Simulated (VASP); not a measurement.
Here is a VASP 6.6.1 calculation.

Contents of INCAR:

```
PREC = Accurate
ENCUT = 600
EDIFF = 1E-6
ISMEAR = 1
SIGMA = 0.1
LREAL = False
LASPH = True
NELM = 120
ALGO = Fast
ISIF = 2
LWAVE = False
LCHARG = False
GGA = PS
KPAR = 4
```

Contents of KPOINTS:

```
Automatic mesh
0
Gamma
  13 13 13
```

POSCAR

```
Ca                                      
1.0
   -0.0000000000      2.7643065914      2.7643065914
    2.7643065914     -0.0000000000      2.7643065914
    2.7643065914      2.7643065914      0.0000000000
  Ca            
     1
Direct
     0.0000000000000000    0.0000000000000000    0.0000000000000000
```

Potentials or basis: VASP PAW PBE potentials, release 64 (Ca_sv).

Run with:

```sh
$ cat potpaw_PBE.64/Ca_sv/POTCAR > POTCAR
$ mpirun -np 4 vasp_std > vasp.out
```

Problem. What does it give for the pressure?

Solution. -0.7 GPa.

Problem. Predict the band gap on the k mesh.

Solution. None (metal or under the smearing width).

Caveat: the PAW data sets were made with another functional, which shifts forces and pressure a little.
